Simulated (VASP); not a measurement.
EuS: band structure with LDA

**The experiment to reproduce.**

From “Crystal-field mediated electronic transitions of EuS up to 35 GPa”, 2022, pmc:8786971, for a powder of EuS at 300 K: band gap 1.72 eV (optical).

Crystal: EuS.

```
Eu S
1.0
     0.00000    2.97850    2.97850
     2.97850    0.00000    2.97850
     2.97850    2.97850    0.00000
Eu S
1 1
Cartesian
  0.0000 0.0000 0.0000
  2.9785 2.9785 2.9785
```

```
Program                : VASP 6.6.1
Task                   : band structure
Functional             : LDA
Potentials or basis    : VASP PAW PBE potentials, release 64 (Eu, S)
Cutoff                 : 520 eV
k mesh                 : 8 × 8 × 8
Occupations            : fermi-dirac, width 0.05 eV
Spin                   : collinear spin, ferromagnetic start
Starting moments       : [7.0, 0.0] μB
Further INCAR settings : ALGO = Normal; EDIFF = 1e-07; NBANDS = 22
```

```json
{
  "Pressure": "-7.6 GPa",
  "Band gap along the path": "none (metal or under the smearing width)",
  "Net moment": "6.95 μB per cell",
  "Site moments": "Eu +6.59; S -0.06 μB",
  "Valence electrons inside the program's atomic spheres": "Eu 14.68; S 3.69"
}
```

Levels at the corners of the path, in eV from the Fermi level:
Spin up:
```tsv
point	band 12	band 13	band 14	band 15	band 16	band 17	band 18	band 19
Γ	-0.26	0.06	0.06	0.06	0.77	1.02	1.02	1.02
X	-0.32	-0.32	-0.28	-0.09	-0.09	3.04	3.15	4.46
X	-0.32	-0.32	-0.28	-0.09	-0.09	3.04	3.15	4.46
W	-0.34	-0.30	-0.28	-0.25	1.89	1.89	3.51	3.90
W	-0.34	-0.30	-0.28	-0.25	1.89	1.89	3.51	3.90
K	-0.33	-0.32	-0.28	-0.22	0.78	3.62	3.97	4.01
K	-0.33	-0.32	-0.28	-0.22	0.78	3.62	3.97	4.01
Γ	-0.26	0.06	0.06	0.06	0.77	1.02	1.02	1.02
Γ	-0.26	0.06	0.06	0.06	0.77	1.02	1.02	1.02
L	-0.31	-0.31	-0.28	-0.26	2.97	3.19	3.58	3.58
L	-0.31	-0.31	-0.28	-0.26	2.97	3.19	3.58	3.58
U	-0.33	-0.32	-0.28	-0.22	0.78	3.62	3.97	4.01
U	-0.33	-0.32	-0.28	-0.22	0.78	3.62	3.97	4.01
W	-0.34	-0.30	-0.28	-0.25	1.89	1.89	3.51	3.90
W	-0.34	-0.30	-0.28	-0.25	1.89	1.89	3.51	3.90
L	-0.31	-0.31	-0.28	-0.26	2.97	3.19	3.58	3.58
L	-0.31	-0.31	-0.28	-0.26	2.97	3.19	3.58	3.58
K	-0.33	-0.32	-0.28	-0.22	0.78	3.62	3.97	4.01
U	-0.33	-0.32	-0.28	-0.22	0.78	3.62	3.97	4.01
X	-0.32	-0.32	-0.28	-0.09	-0.09	3.04	3.15	4.46
```
Spin down:
| point | band 5 | band 6 | band 7 | band 8 | band 9 | band 10 | band 11 | band 12 |
| --- | --- | --- | --- | --- | --- | --- | --- | --- |
| Γ | -13.33 | -2.52 | -2.52 | -2.52 | 1.18 | 1.66 | 1.66 | 1.66 |
| X | -12.97 | -3.70 | -2.88 | -2.88 | -0.35 | 3.71 | 3.84 | 3.84 |
| X | -12.97 | -3.70 | -2.88 | -2.88 | -0.35 | 3.71 | 3.84 | 3.84 |
| W | -12.73 | -3.91 | -3.50 | -3.50 | 2.04 | 2.04 | 3.88 | 3.93 |
| W | -12.73 | -3.91 | -3.50 | -3.50 | 2.04 | 2.04 | 3.88 | 3.93 |
| K | -12.74 | -3.92 | -3.62 | -3.30 | 0.95 | 3.44 | 3.77 | 3.85 |
| K | -12.74 | -3.92 | -3.62 | -3.30 | 0.95 | 3.44 | 3.77 | 3.85 |
| Γ | -13.33 | -2.52 | -2.52 | -2.52 | 1.18 | 1.66 | 1.66 | 1.66 |
| Γ | -13.33 | -2.52 | -2.52 | -2.52 | 1.18 | 1.66 | 1.66 | 1.66 |
| L | -12.35 | -5.15 | -3.69 | -3.69 | 2.63 | 3.70 | 3.70 | 3.85 |
| L | -12.35 | -5.15 | -3.69 | -3.69 | 2.63 | 3.70 | 3.70 | 3.85 |
| U | -12.74 | -3.92 | -3.62 | -3.30 | 0.95 | 3.44 | 3.77 | 3.85 |
| U | -12.74 | -3.92 | -3.62 | -3.30 | 0.95 | 3.44 | 3.77 | 3.85 |
| W | -12.73 | -3.91 | -3.50 | -3.50 | 2.04 | 2.04 | 3.88 | 3.93 |
| W | -12.73 | -3.91 | -3.50 | -3.50 | 2.04 | 2.04 | 3.88 | 3.93 |
| L | -12.35 | -5.15 | -3.69 | -3.69 | 2.63 | 3.70 | 3.70 | 3.85 |
| L | -12.35 | -5.15 | -3.69 | -3.69 | 2.63 | 3.70 | 3.70 | 3.85 |
| K | -12.74 | -3.92 | -3.62 | -3.30 | 0.95 | 3.44 | 3.77 | 3.85 |
| U | -12.74 | -3.92 | -3.62 | -3.30 | 0.95 | 3.44 | 3.77 | 3.85 |
| X | -12.97 | -3.70 | -2.88 | -2.88 | -0.35 | 3.71 | 3.84 | 3.84 |

Wall time 3.5 min on 1 thread of AMD EPYC 9R14 (Zen 4), with other jobs on the host, peak memory 0.22 GiB.

Against the measured gap of EuS, 1.72 eV (optical; 300 K; powder; “Crystal-field mediated electronic transitions of EuS up to 35 GPa”, 2022, pmc:8786971), the calculated 0.00 eV is off by -1.72 eV. So large a miss can be the level of theory's own, or it may mean another phase, state or a wrong row. Spin-orbit coupling on Eu is left out. The value is that of LDA, without temperature or zero-point motion. Semilocal functionals fall short of measured gaps as a rule. The run's magnetic order (collinear spin, ferromagnetic start) needn't be the measured crystal's.

Caveat: the PAW data sets were made with another functional, which shifts forces and pressure a little; spin-orbit coupling is left out, which moves the levels of the heavy elements; a cell with one magnetic atom can't hold antiferromagnetic order, which such compounds often take; without U or exact exchange the open f shell lies at the Fermi level, which spoils levels, moments and volumes. The state reached can hang on the start; a lower one may exist.
